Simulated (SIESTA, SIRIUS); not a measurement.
This is a calculation of NbP for SIESTA 5.4.2. The cell is a database's computed one, not the measured one.

File NbP.fdf:

```
SystemName                      NbP
SystemLabel                     NbP
NumberOfSpecies                 2
NumberOfAtoms                   4
%block ChemicalSpeciesLabel
  1  41 Nb
  2  15 P
%endblock ChemicalSpeciesLabel

LatticeConstant                 1.0 Ang
%block LatticeVectors
    -1.6749232544     1.6749232544     5.7401081759
     1.6749232544    -1.6749232544     5.7401081759
     1.6749232544     1.6749232544    -5.7401081759
%endblock LatticeVectors
AtomicCoordinatesFormat         Fractional
%block AtomicCoordinatesAndAtomicSpecies
     0.2498808000     0.7498808000     0.5000000000  1  Nb
     0.4998808000     0.4998808000     0.0000000000  1  Nb
     0.8327477700     0.3327477700     0.5000000000  2  P
     0.0827477700     0.0827477700     0.0000000000  2  P
%endblock AtomicCoordinatesAndAtomicSpecies

%block kgrid.MonkhorstPack
   11   0   0  0.0
    0  11   0  0.0
    0   0  11  0.0
%endblock kgrid.MonkhorstPack
XC.Functional                   GGA
XC.Authors                      PBEsol
PAO.BasisSize                   DZP
PAO.EnergyShift                 0.003 Ry
Mesh.Cutoff                     800 Ry
OccupationFunction              FD
ElectronicTemperature           0.05 eV
MaxSCFIterations                120
SCF.MustConverge                false
SCF.Mixer.Method                Pulay
SCF.Mixer.Weight                0.25
SCF.Mixer.History               8
SCF.DM.Tolerance                5.0e-05
SCF.H.Tolerance                 1.0e-03 eV
WriteForces                     true
Charge.Mulliken                 end
%block PAO.Basis
  Nb 5
  n=4 0 2
    3.366 0.000
  n=5 0 2
    9.113 0.000
  n=4 1 2
    3.905 0.000
  n=5 1 1
    9.113
  n=4 2 2
    7.312 0.000
%endblock PAO.Basis
```

Potentials or basis: PseudoDojo 0.4 standard (PBEsol files), converted to PSML, two zetas on semicore shells, DZP (energy shift 0.003 Ry; two zetas on semicore shells).

The run is started by

```sh
$ siesta NbP.fdf > NbP.out 2>&1
```

**Question.** Translate it to SIRIUS 7.12.0. Potentials or basis there: PseudoDojo 0.4.1 PBEsol standard (scalar relativistic), cutoff 1127 eV.

**Answer.** As run (cutoffs and basis follow the program's own potentials, and thresholds, step limits or extra output files can differ):

sirius.json

```json
{
  "control": {
    "processing_unit": "cpu",
    "verbosity": 2,
    "num_bands_to_print": 27,
    "print_forces": true,
    "print_stress": true
  },
  "parameters": {
    "electronic_structure_method": "pseudopotential",
    "xc_functionals": ["XC_GGA_X_PBE_SOL", "XC_GGA_C_PBE_SOL"],
    "gk_cutoff": 9.1,
    "pw_cutoff": 18.2,
    "ngridk": [11, 11, 11],
    "shiftk": [0, 0, 0],
    "smearing": "fermi_dirac",
    "smearing_width": 0.0018374661,
    "num_bands": 27,
    "num_mag_dims": 0,
    "num_dft_iter": 100,
    "energy_tol": 1e-08,
    "density_tol": 1e-06
  },
  "iterative_solver": {
    "type": "davidson",
    "min_tolerance": 1e-10
  },
  "mixer": {
    "type": "anderson",
    "beta": 0.7,
    "max_history": 8
  },
  "settings": {
    "tol_ne": 1e-10,
    "pseudo_grid_cutoff": 6.5
  },
  "unit_cell": {
    "lattice_vectors": [
      [-3.165146230583, 3.165146230583, 10.847232378176],
      [3.165146230583, -3.165146230583, 10.847232378176],
      [3.165146230583, 3.165146230583, -10.847232378176]
    ],
    "atom_coordinate_units": "lattice",
    "atom_types": ["Nb", "P"],
    "atom_files": {
      "P": "P.json",
      "Nb": "Nb.json"
    },
    "atoms": {
      "Nb": [
        [0.2498808, 0.7498808, 0.5],
        [0.4998808, 0.4998808, 0.0]
      ],
      "P": [
        [0.83274777, 0.33274777, 0.5],
        [0.08274777, 0.08274777, 0.0]
      ]
    }
  }
}
```

Potentials or basis: PseudoDojo 0.4.1 PBEsol standard (scalar relativistic).

Command:

```sh
$ upf_to_json P.upf
$ upf_to_json Nb.upf
$ OMP_NUM_THREADS=1 sirius.scf --input=sirius.json --output=out.json --task=0
```

Both were run:

|  | SIESTA | SIRIUS |
| --- | --- | --- |
| Pressure | -4.5 GPa | -6.4 GPa |

Pressure is positive in compression.
